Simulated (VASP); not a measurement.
Input of a VASP 6.6.1 run:

File INCAR:

```
SYSTEM = La
  ALGO = Fast
  EDIFF = 1E-6
  ENCUT = 520
  GGA = PE
  ICORELEVEL = 1
  ISIF = 2
  ISMEAR = 1
  LASPH = .TRUE.
  LCHARG = .FALSE.
  LMAXMIX = 6
  LREAL = .FALSE.
  LWAVE = .FALSE.
  NBANDS = 18
  NELM = 80
  PREC = Accurate
  SIGMA = 0.1
```

File KPOINTS:

```
k-points
0
G
  12 12 6
  0 0 0
```

Contents of POSCAR:

```
La                                      
1.0
    3.7843979026      0.0000000000      0.0000000000
   -1.8921989513      3.2773847173      0.0000000000
    0.0000000000      0.0000000000      6.0709280829
  La            
     2
Direct
     0.3333333300000021    0.6666666699999979    0.2500000000000000
     0.6666666699999979    0.3333333300000021    0.7500000000000000
```

File KPOINTS_OPT:

```
explicit points
141
Reciprocal
 0.0000000000  0.0000000000  0.0000000000 1
 0.0357142857  0.0000000000  0.0000000000 1
 0.0714285714  0.0000000000  0.0000000000 1
 0.1071428571  0.0000000000  0.0000000000 1
 0.1428571429  0.0000000000  0.0000000000 1
 0.1785714286  0.0000000000  0.0000000000 1
[... 133 lines left out ...]
 0.5000000000  0.0000000000  0.5000000000 1
 0.5000000000  0.0000000000  0.0000000000 1
```

Potentials or basis: VASP PAW PBE potentials, release 64 (La).

Run with:

```sh
$ cat potpaw_PBE.64/La/POTCAR > POTCAR
$ mpirun -np 1 vasp_std > vasp.out
```

(1) What does it give for the pressure?

(2) Predict the band gap along the path.

Results:

(1) 0.0 GPa.

(2) none (metal or under the smearing width).

Caveat: spin-orbit coupling is left out, which moves the levels of the heavy elements.
